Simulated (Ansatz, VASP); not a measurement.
## One calculation of Ta, two programs

INCAR

```
SYSTEM = Ta
PREC     = Accurate       ! precision mode
ENCUT    = 520            ! plane-wave cutoff, eV
EDIFF    = 1E-6           ! SCF threshold, eV
ISMEAR   = -1             ! smearing method
SIGMA    = 0.1            ! smearing width, eV
LREAL    = .FALSE.        ! projectors in reciprocal space
LASPH    = .TRUE.         ! aspherical terms in the spheres
NELM     = 60             ! most SCF steps
ALGO     = Normal         ! electronic algorithm
ISIF     = 2              ! what is computed and relaxed
LWAVE    = .FALSE.        ! write WAVECAR
LCHARG   = .FALSE.        ! write CHGCAR
GGA      = CA             ! functional
NBANDS   = 18             ! bands
```

Contents of KPOINTS:

```
regular mesh
0
G
  14 14 7
  0 0 0
```

POSCAR

```
Ta
1.0
    2.7578281592      0.0000000000      0.0000000000
   -1.3789140796      2.3883492451      0.0000000000
    0.0000000000      0.0000000000      4.9366466852
Ta
2
Direct
    0.3333333333      0.6666666667      0.2500000000
    0.6666666667      0.3333333333      0.7500000000
```

Input for Ansatz:

```yaml
crystal:
  lattice:
    - [2.7578281592, 0.0, 0.0]
    - [-1.3789140796, 2.3883492451, 0.0]
    - [0.0, 0.0, 4.9366466852]
  atoms:
    - { symbol: Ta, position: [0.3333333333, 0.6666666667, 0.25] }
    - { symbol: Ta, position: [0.6666666667, 0.3333333333, 0.75] }
hamiltonian:
  xc: lda
  pseudopotentials:
    kind: paw
    azcp:
      Ta: "pseudopotentials/Ta.paw.azcp"
basis:
  ecutwfc: 420
  fft_grid_basis: typed
kpoints:
  mp_grid: { grid: [14, 14, 7], shift: [0, 0, 0] }
magnetization:
  spin_polarized: false
scf:
  occupations: { method: fermi_dirac, width: 0.1 }
  lower_state_search: "off"
output:
  stress: true
```

Alike in both runs: task single point; functional LDA; k mesh 14 × 14 × 7; occupations fermi-dirac, width 0.1 eV; no spin polarisation.

|  | VASP | Ansatz |
| --- | --- | --- |
| version | VASP 6.6.1 | Ansatz 0.2.0 |
| potentials or method | VASP PAW LDA potentials, release 64 (Ta_pv) | plane waves (420 eV) with PAW, scalar-relativistic |
| plane-wave cutoff (eV) | 520 | 420 |
| valence electrons in the cell | 22 | 26 |

Ansatz gave:

* pressure (GPa): 20.7
* largest component of the traceless stress (GPa): 1.75

Task: Estimate VASP's values.

Result: Pressure (GPa): 21.8; largest component of the traceless stress (GPa): 1.77.

The two sets of potentials don't hold the same shells in valence. Ansatz warned: «pseudo_functional_mismatch».

Caveats: so large a pressure means that the cell lies far from this level's equilibrium, or that cutoff or potentials fall short (VASP). Spin-orbit coupling is left out, which matters for the levels of Ta.
